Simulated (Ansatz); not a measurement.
## TiS₂: opening a crack plane

TiS₂, P-3m1, a = 3.359 Å, c = 5.515 Å. Ansatz: PBE+D3(BJ), PAW, 420 eV, Γ-centred 13×13×3 mesh on 9 atoms, Gaussian smearing 0.15 eV; no spin polarisation. One cut on (001) per cell of 9 atoms is opened rigidly by x, between planes of S and S that stand 2.66 Å apart; y is the energy per area (9.772 Å², 1 eV/Å² = 16.02 J/m²).

```
x (Å) y (J/m²)
 0.00     0.000
 0.25     0.026
 0.50     0.083
 0.75     0.148
 1.00     0.210
 1.50     0.314
 2.00         ?
 3.00     0.475
 4.50     0.530
 6.00     0.552
```

Problem. Fit the universal binding curve y = W[1 − (1 + x/l) e^(−x/l)] to the other rows, give the peak stress, and predict the missing value.

Solution. Least squares gives W = 0.541 J/m² and l = 0.759 Å. The stress dy/dx peaks at x = l with W/(e l) = 2.6 GPa, for rigid faces. The last row already stands above W and still climbs, so W understates the work of separation. At x = 2.00: x/l = 2.635, y = 0.400 J/m². The run gave 0.389 J/m², so the fit is 0.011 J/m² too high, within twice the rms miss on the fitted rows (0.008 J/m²).

Cost: 12 runs of about 3.9 core-minutes in all, on Intel Xeon 6975P-C (Granite Rapids) (shared hosts).